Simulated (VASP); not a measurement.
The system is Hf.

```
Hf
1.0
     4.96233    0.00000    0.00000
    -2.48116    4.29750    0.00000
     0.00000    0.00000    3.08623
Hf
3
Direct
  0.66667 0.33333 0.50000
  0.33333 0.66667 0.50000
  0.00000 0.00000 0.00000
```

This isn't the form of Hf at room conditions, which is hcp.

```yaml
Program: VASP 6.6.1
Task: relaxation of cell and atoms
Functional: PBE
Dispersion: D3(BJ)
Potentials_or_basis: VASP PAW PBE potentials, release 64 (Hf_pv)
Cutoff: 600 eV
k_mesh: 12 × 12 × 14
Occupations: gaussian, width 0.1 eV
Spin: no spin polarisation
```

At the start: pressure -2.1 GPa; volume 21.94 Å³/atom.

Task: How do energy, volume and symmetry change on relaxing?

Result: Over 3 steps the energy falls by 2.6 meV/atom and the volume is 21.54 Å³/atom (-1.8 %); space group P6/mmm (No. 191, to 0.05 Å).

The path:
```tsv
step	energy change (eV)	largest force (eV/Å)	pressure (GPa)	volume (Å³)
1	0.0000	0.0000	-2.10	65.82
2	0.0049	0.0000	2.80	63.12
3	-0.0079	0.0000	0.00	64.62
```

Final structure:
```cif
data_structure
_symmetry_space_group_name_H-M 'P 1'
_symmetry_Int_Tables_number 1
_cell_length_a 4.9328
_cell_length_b 4.9328
_cell_length_c 3.0664
_cell_angle_alpha 90.000
_cell_angle_beta 90.000
_cell_angle_gamma 120.000
_cell_volume 64.62
loop_
_atom_site_label
_atom_site_type_symbol
_atom_site_fract_x
_atom_site_fract_y
_atom_site_fract_z
_atom_site_occupancy
Hf1 Hf 0.66667 0.33333 0.50000 1
Hf2 Hf 0.33333 0.66667 0.50000 1
Hf3 Hf 0.00000 0.00000 0.00000 1
```

Caveat: pairwise dispersion overbinds metals, which lowers pressure and volume.
